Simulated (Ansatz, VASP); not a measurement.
**ZrB2: VASP beside Ansatz**

Contents of INCAR:

```
SYSTEM = ZrB2
ALGO = Normal
EDIFF = 1E-7
ENCUT = 520
GGA = PE
ISIF = 2
ISMEAR = 0
LASPH = .TRUE.
LCHARG = .FALSE.
LREAL = .FALSE.
LWAVE = .FALSE.
NBANDS = 16
NELM = 80
PREC = Accurate
SIGMA = 0.011
```

File KPOINTS:

```
k-points
0
G
  10 10 8
  0 0 0
```

Contents of POSCAR:

```
ZrB2
1.0
    3.1700000000      0.0000000000      0.0000000000
   -1.5850000000      2.7453005300      0.0000000000
    0.0000000000      0.0000000000      3.5330000000
Zr B
1 2
Direct
    0.0000000000      0.0000000000      0.0000000000
    0.6666666667      0.3333333333      0.5000000000
    0.3333333333      0.6666666667      0.5000000000
```

input.yaml

```yaml
crystal:
  lattice:
    - [3.17, 0.0, 0.0]
    - [-1.585, 2.74530053, 0.0]
    - [0.0, 0.0, 3.533]
  atoms:
    - { symbol: Zr, position: [0.0, 0.0, 0.0] }
    - { symbol: B, position: [0.6666666667, 0.3333333333, 0.5] }
    - { symbol: B, position: [0.3333333333, 0.6666666667, 0.5] }
hamiltonian:
  xc: pbe
  pseudopotentials: { kind: paw }
kpoints:
  mp_grid: { grid: [10, 10, 8] }
scf:
  occupations: { method: gaussian, width: 0.011 }
output:
  forces: true
  stress: true
  eigenvalues: true
```

Alike in both runs: task single point; functional PBE; k mesh 10 × 10 × 8; occupations gaussian, width 0.011 eV; no spin polarisation.

|  | VASP | Ansatz |
| --- | --- | --- |
| version | VASP 6.6.1 | Ansatz 0.2.0 |
| potentials or method | VASP PAW PBE potentials, release 64 (Zr_sv, B) | Ansatz PAW |
| plane-wave cutoff (eV) | 520 | 420 |
| valence electrons in the cell | 18 | 18 |

Ansatz gave:

* gap on the k mesh at the Fermi level (eV): none
* pressure (GPa): 0.8
* largest component of the traceless stress (GPa): 0.80

Task: Which values does VASP return?

Result: gap on the k mesh at the Fermi level (eV): none; pressure (GPa): 0.9; largest component of the traceless stress (GPa): 0.84.

A gap of «none» marks a metal or a gap that the smearing closes.
